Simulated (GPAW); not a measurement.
# Cr (Im-3m) in GPAW: further runs

Aim: see how the results for Cr move with the level of theory and the settings. Levels: PBE, PBE+D3(BJ), PBE+D4. Tasks: single point, relaxation of cell and atoms.

Everything below comes from runs of GPAW 26.7.0. Logs are shortened: lines on timing, memory, paths and dates and some standing lists are left out, and cuts for length are marked. The log counts tension as positive stress, the text compression.

## Step 1: The structure

Symmetry: Im-3m, No. 229, cubic system. The conventional cell has a = 2.969 Å, b = 2.969 Å, c = 2.969 Å, α = 90.00°, β = 90.00°, γ = 90.00°. Around Cr (site symmetry m-3m) lie 8 Cr at 2.57 Å.

## Step 2: Single point, PBE, collinear spin, ferromagnetic start

run.py

```python
from ase.dft.bandgap import bandgap
from ase.io import read, write
from ase.units import GPa
from gpaw import GPAW, PW

atoms = read('POSCAR')
atoms.set_initial_magnetic_moments([3.0])

calc = GPAW(mode=PW(600),
            xc='PBE',
            kpts={'size': (12, 12, 12), 'gamma': True},
            occupations={'name': 'methfessel-paxton', 'order': 0, 'width': 0.025},
            nbands=11,
            convergence={'density': 1e-05, 'energy': 1e-05},
            maxiter=150,
            txt='gpaw.txt')
atoms.calc = calc
energy = atoms.get_potential_energy()
forces = atoms.get_forces()
stress = atoms.get_stress()
calc.write('gs.gpw')
write('result.traj', atoms)
print(f'Energy: {energy:.6f} eV')
print('Forces (eV/A):')
print(forces.round(4))
print('Stress (GPa):', (stress / GPa).round(3))
print('Moments:', calc.get_magnetic_moments().round(3))
print('Fermi level:', round(calc.get_fermi_level(), 4), 'eV')
print(f'Gap: {bandgap(calc)[0]:.4f} eV, direct: {bandgap(calc, direct=True)[0]:.4f} eV')
```

POSCAR

```
Cr
1.0
   -1.4844496776      1.4844496776      1.4844496776
    1.4844496776     -1.4844496776      1.4844496776
    1.4844496776      1.4844496776     -1.4844496776
Cr
1
Direct
    0.0000000000      0.0000000000      0.0000000000
```

Potentials or basis: GPAW PAW data sets (gpaw-data 1.2.1), pw.

On the command line:

```sh
> OMP_NUM_THREADS=1 python run.py
```

gpaw.txt:

```text
__  _  _
 | _ |_)|_||  |
 |__||  | ||/\| - 26.7.0

Input parameters:
  mode=PW(ecut=600.0),
  convergence={'density': 1e-05, 'energy': 1e-05},
  kpts=MonkhorstPack(size=(12, 12, 12), gamma=True),
  maxiter=150,
  nbands=11,
  occupations=Occupations(name='methfessel-paxton', order=0, width=0.025),
  xc=XC(name='PBE')

Diagonalizing LCAO Hamiltonian
Converting LCAO to pw mode

       Cr

Atoms  # Å, Bohr magnetons
|   | symbol |        x |        y |        z |    initial magnetic moments |
|---|--------|----------|----------|----------|-----------------------------|
| 0 |     Cr | 0.000000 | 0.000000 | 0.000000 | ( 0.0000,  0.0000,  3.0000) |

Unit cell  # Å
| periodic |         x |         y |         z |  lengths |     angles |
|----------|-----------|-----------|-----------|----------|------------|
|      yes | -1.484450 |  1.484450 |  1.484450 | 2.571142 | 109.471221 |
|      yes |  1.484450 | -1.484450 |  1.484450 | 2.571142 | 109.471221 |
|      yes |  1.484450 |  1.484450 | -1.484450 | 2.571142 | 109.471221 |

Number of symmetries: 48
Symmetry operations  # r_c * U_cc + t_c -> r_c
|    | kind |            matrix            |
|----|------|------------------------------|
|  0 |  σ   |  1, 1, 1,  0, 0,-1,  0,-1, 0 |
|  1 |  C4  |  1, 1, 1,  0, 0,-1, -1, 0, 0 |
|  2 |  C2  |  1, 1, 1,  0,-1, 0,  0, 0,-1 |
|  3 |  S6  |  1, 1, 1,  0,-1, 0, -1, 0, 0 |
|  4 |  S6  |  1, 1, 1, -1, 0, 0,  0, 0,-1 |
|  5 |  C4  |  1, 1, 1, -1, 0, 0,  0,-1, 0 |
|  6 |  E   |  1, 0, 0,  0, 1, 0,  0, 0, 1 |
|  7 |  σ   |  1, 0, 0,  0, 1, 0, -1,-1,-1 |
|  8 |  σ   |  1, 0, 0,  0, 0, 1,  0, 1, 0 |
|  9 |  C3  |  1, 0, 0,  0, 0, 1, -1,-1,-1 |
| 10 |  C3  |  1, 0, 0, -1,-1,-1,  0, 1, 0 |
| 11 |  σ   |  1, 0, 0, -1,-1,-1,  0, 0, 1 |
| 12 |  σ   |  0, 1, 0,  1, 0, 0,  0, 0, 1 |
| 13 |  C2  |  0, 1, 0,  1, 0, 0, -1,-1,-1 |
| 14 |  C3  |  0, 1, 0,  0, 0, 1,  1, 0, 0 |
| 15 |  S4  |  0, 1, 0,  0, 0, 1, -1,-1,-1 |
| 16 |  S4  |  0, 1, 0, -1,-1,-1,  1, 0, 0 |
| 17 |  C3  |  0, 1, 0, -1,-1,-1,  0, 0, 1 |
| 18 |  C3  |  0, 0, 1,  1, 0, 0,  0, 1, 0 |
| 19 |  S4  |  0, 0, 1,  1, 0, 0, -1,-1,-1 |
| 20 |  σ   |  0, 0, 1,  0, 1, 0,  1, 0, 0 |
| 21 |  C3  |  0, 0, 1,  0, 1, 0, -1,-1,-1 |
| 22 |  C2  |  0, 0, 1, -1,-1,-1,  1, 0, 0 |
| 23 |  S4  |  0, 0, 1, -1,-1,-1,  0, 1, 0 |
| 24 |  C4  |  0, 0,-1,  1, 1, 1,  0,-1, 0 |
| 25 |  σ   |  0, 0,-1,  1, 1, 1, -1, 0, 0 |
| 26 |  S6  |  0, 0,-1,  0,-1, 0,  1, 1, 1 |
| 27 |  C2  |  0, 0,-1,  0,-1, 0, -1, 0, 0 |
| 28 |  C4  |  0, 0,-1, -1, 0, 0,  1, 1, 1 |
| 29 |  S6  |  0, 0,-1, -1, 0, 0,  0,-1, 0 |
| 30 |  S6  |  0,-1, 0,  1, 1, 1,  0, 0,-1 |
| 31 |  C4  |  0,-1, 0,  1, 1, 1, -1, 0, 0 |
| 32 |  C4  |  0,-1, 0,  0, 0,-1,  1, 1, 1 |
| 33 |  S6  |  0,-1, 0,  0, 0,-1, -1, 0, 0 |
| 34 |  σ   |  0,-1, 0, -1, 0, 0,  1, 1, 1 |
| 35 |  C2  |  0,-1, 0, -1, 0, 0,  0, 0,-1 |
| 36 |  C2  | -1, 0, 0,  1, 1, 1,  0, 0,-1 |
| 37 |  S6  | -1, 0, 0,  1, 1, 1,  0,-1, 0 |
| 38 |  S6  | -1, 0, 0,  0, 0,-1,  1, 1, 1 |
| 39 |  C2  | -1, 0, 0,  0, 0,-1,  0,-1, 0 |
| 40 |  C2  | -1, 0, 0,  0,-1, 0,  1, 1, 1 |
| 41 |  i   | -1, 0, 0,  0,-1, 0,  0, 0,-1 |
| 42 |  S4  | -1,-1,-1,  1, 0, 0,  0, 1, 0 |
| 43 |  C3  | -1,-1,-1,  1, 0, 0,  0, 0, 1 |
| 44 |  C3  | -1,-1,-1,  0, 1, 0,  1, 0, 0 |
| 45 |  σ   | -1,-1,-1,  0, 1, 0,  0, 0, 1 |
| 46 |  S4  | -1,-1,-1,  0, 0, 1,  1, 0, 0 |
| 47 |  C2  | -1,-1,-1,  0, 0, 1,  0, 1, 0 |

BZ-sampling:
  Number of BZ points: 1728
  Number of IBZ points: 72

  Monkhorst-Pack size: [12, 12, 12]
  Monkhorst-Pack shift: [0.041666666666666664, 0.041666666666666664, 0.041666666666666664]

K-points  # in reciprocal-cell coordinates
|     |                                coordinates |     weight |
|-----|--------------------------------------------|------------|
|   0 | ( -0.00000000,  -0.00000000,  -0.00000000) | 0.00057870 |
|   1 | (  0.08333333,  -0.00000000,  -0.00000000) | 0.00694444 |
|   2 | (  0.08333333,   0.08333333,  -0.08333333) | 0.00347222 |
|   3 | (  0.16666667,  -0.00000000,  -0.08333333) | 0.01388889 |
|   4 | (  0.16666667,  -0.00000000,  -0.00000000) | 0.00694444 |
|   5 | (  0.16666667,   0.08333333,  -0.08333333) | 0.01388889 |
|   6 | (  0.16666667,   0.16666667,  -0.16666667) | 0.00347222 |
|   7 | (  0.25000000,  -0.08333333,  -0.08333333) | 0.00462963 |
|   8 | (  0.25000000,  -0.00000000,  -0.08333333) | 0.02777778 |
|   9 | (  0.25000000,  -0.00000000,  -0.00000000) | 0.00694444 |
| ... |                                            |            |
|  71 | (  0.50000000,   0.50000000,   0.50000000) | 0.00057870 |

Plane wave coefficients: 466
Cutoff: 600.0 eV

Spin-components: 2 (collinear spins)
Bands:           11
Projectors:      6
Spin-degeneracy: 1
Datatype:        complex128

Parallelization:
  kpt:    1
  domain: 1
  band:   1

Density:
  Valence electrons: 6.0
  Components: 2
  Grid points: [15 15 15]
  Charge: 0.0  # |e|

Potential:
  Grid points: [15 15 15]

species:
  Cr:
    name:    Chromium
    Z:       24.0
    valence: 6
    core:    18
    charge:  0.0  # [|e|]
    compensation charges:
      type: gauss
      rc: 0.35  # [Å]
      lmax: 2
    cutoffs:
      filter: 2.14  # [Å]
      core: 3.04  # [Å]
    projectors
    | kind |    occ | energy [eV] | rcut [Å] |
    |------|--------|-------------|----------|
    |   4s |  1.000 |      -4.007 |    1.164 |
    |   4p |  0.000 |      -0.989 |    1.217 |
    |   3d |  5.000 |      -2.913 |    1.111 |
    |    s |        |      23.205 |    1.164 |
    |    p |        |      26.223 |    1.217 |
    |    d |        |      24.299 |    1.111 |

    Using partial waves for Cr as LCAO basis

Reference energy: -28582.377450  # eV

eigensolver:
  PPCG
  Converge bands: occupied
  niter=2

density mixing:
  MSR1-Mixer
  Pratt-step length: 0.05
  Maximum mixing coefficient: 0.75
  Old densities: 10
  SVD Regularization: 0.005
  Good broyden scale: 1.0
  Trust region scale: 1.0
  Backstep threshold: 4.0
  History deletion threshold: 6.0
  Fourier metric: weight=20.0, sigma=0.015

occupation numbers:
  Methfessel-Paxton:
    width: 0.0250  # eV
    order: 0

poisson solver:
  ecut: 4800.0  # eV

xc functional:
  name: PBE with 2 nearest neighbor stencil

convergence criteria:
- Maximum integral of absolute [dens]ity change: 1e-05 electrons / valence electron
- Maximum [total energy] change in last 3 cyles: 1e-05 eV / valence electron
- Maximum integral of absolute [eigenst]ate change: 4e-08 eV^2 / valence electron
maximum number of iterations: 150

SCF iterations
|iter     | |      energy | eigst |  dens |  magmom |
|---------|-|-------------|-------|-------|---------|
|iter:   1| |   -8.359139 | -0.22 |       |  +2.9978|
|iter:   2| |   -8.391383 | -1.99 | -0.45 |  +2.9146|
|iter:   3| |   -9.001716 | -1.94 | -0.48 |  +1.5126|
|iter:   4| |   -9.223910 | -1.60 | -0.65 |  -0.1175|
|iter:   5| |   -9.232434 | -2.36 | -1.11 |  -0.2337|
|iter:   6| |   -9.237573 | -2.78 | -1.37 |  +0.3241|
|iter:   7| |   -9.251260 | -2.86 | -1.28 |  +0.0085|
|iter:   8| |   -9.251290 | -4.57 | -2.33 |  -0.0108|
|iter:   9| |   -9.251299c| -5.81 | -2.81 |  +0.0037|
|iter:  10| |   -9.251309c| -5.61 | -2.93 |  -0.0025|
|iter:  11| |   -9.251310c| -7.91c| -3.45 |  +0.0001|
|iter:  12| |   -9.251310c| -7.78c| -4.06 |  -0.0001|
|iter:  13| |   -9.251310c| -8.12c| -4.77 |  +0.0000|
|iter:  14| |   -9.251310c| -9.06c| -5.49c|  -0.0000|

Converged in 14 steps
Energy contributions relative to reference atoms: (reference = -28582.377450)

Energy contributions:
  Kinetic:         -24.939412
  Coulomb:          17.344255
  Zero:              0.190322
  External:          0.000000
  Xc:               -1.846371
  Entropy:          -0.000208
  Spinorbit:         0.000000
  ----------------------------
  Free energy:      -9.251414
  Extrapolated:     -9.251310

dipole moment: (-3.671121, -3.671121, -3.671121)  # |e|*Ang

Total magnetic moment: (0.000000, 0.000000, -0.000001)

Local magnetic moments
|        x |        y |        z |
|----------|----------|----------|
| 0.000000 | 0.000000 | 0.000001 |  # Cr   0

Fermi level: 9.552
Eigenvalues  # (at kpt = [-0.000, -0.000, -0.000])
| band index |      eig [eV] | occ [0-1] |      eig [eV] | occ [0-1] |
|------------|---------------|-----------|---------------|-----------|
|          0 |         2.231 |     1.000 |         2.231 |     1.000 |
|          1 |         8.788 |     1.000 |         8.788 |     1.000 |
|          2 |         8.788 |     1.000 |         8.788 |     1.000 |
|          3 |         8.788 |     1.000 |         8.788 |     1.000 |
|          4 |        10.497 |     0.000 |        10.497 |     0.000 |
|          5 |        10.497 |     0.000 |        10.497 |     0.000 |
|          6 |        19.557 |     0.000 |        19.557 |     0.000 |
|          7 |        19.557 |     0.000 |        19.557 |     0.000 |
|          8 |        19.557 |     0.000 |        19.557 |     0.000 |
|          9 |        27.590 |     0.000 |        27.590 |     0.000 |
|         10 |        31.512 |     0.000 |        31.512 |     0.000 |

No gap
No difference between direct/indirect transitions

Forces  # eV/Ang
|        x |        y |       z |
|----------|----------|---------|
| -0.00000 | -0.00000 | 0.00000 |  # Cr   0

Stress tensor  # eV/Ang^3
|        x |         y |         z |
|----------|-----------|-----------|
| 0.159305 |  0.000000 |  0.000000 |
| 0.000000 |  0.159305 | -0.000000 |
| 0.000000 | -0.000000 |  0.159305 |

# Writing to gs.gpw (mode='')
```

Run time: 26 s. Hardware: 1 thread of Intel Xeon Platinum 8259CL at 2.50GHz (Skylake/Cascade Lake), shared host; peak memory 0.14 GiB.

Results:

| Property | Result |
| --- | --- |
| Free energy | -9.2514 eV |
| Pressure | -25.5 GPa |
| Band gap on the k mesh | none (metal or under the smearing width) |
| Net moment | 0.00 μB per cell |

Caveat: the starting moments collapsed, and a magnetic state may lie lower; so large a pressure means that the cell lies far from this level's equilibrium, or that cutoff or potentials fall short.

[end of part 1 of 2]
